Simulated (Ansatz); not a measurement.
**CsBr under changes of volume**

One of the cells (40.468 Å³/atom); the others are scaled copies at fixed shape and fractional positions:

```
Cs Br
1.0
     4.32562    0.00000    0.00000
     0.00000    4.32562    0.00000
     0.00000    0.00000    4.32562
Cs Br
1 1
Direct
  0.00000 0.00000 0.00000
  0.50000 0.50000 0.50000
```

The cell comes from a database or a generator and needn't be the stable form of this composition.

| Item | Value |
| --- | --- |
| Program | Ansatz 0.2.0 |
| Functional | PBE |
| Potentials or basis | Ansatz PAW |
| Cutoff | 420 eV (not typed: the program's choice for these potentials) |
| k mesh | 6 × 6 × 6 |
| Occupations | fermi-dirac, width 0.05 eV |
| Spin | no spin polarisation |

```csv
volume (Å³/atom),energy over the lowest point (meV/atom),pressure (GPa),gap on the mesh (eV)
38.040,20.21,1.7,4.66
38.850,?,?,?
39.659,7.11,0.9,4.50
40.468,3.26,0.6,4.42
41.278,0.94,0.3,4.34
42.087,0.00,0.1,4.27
42.896,0.27,-0.2,4.20
```

Task: What does the run at 38.850 Å³/atom give?

Result: Energy over the lowest point 12.69 meV/atom; pressure 1.3 GPa; gap on the mesh 4.58 eV.

Worked out: A Birch-Murnaghan fit of order 3 (a polynomial in V^(-2/3)) to the other rows has its minimum at 42.30 Å³/atom with B0 = V·E''(V) = 12.2 GPa and B' = 5.0. It gives 12.69 meV/atom at 38.850 Å³/atom, against the run's 12.69, and -dE/dV = 1.3 GPa, against 1.3. A straight line through the other rows of the gap, of slope -3.85 eV per unit of ln V, gives 4.58 eV, against the run's 4.58.

Energies are extrapolated to zero smearing.

Caveats: spin-orbit coupling is left out, which moves the levels of the heavy elements.
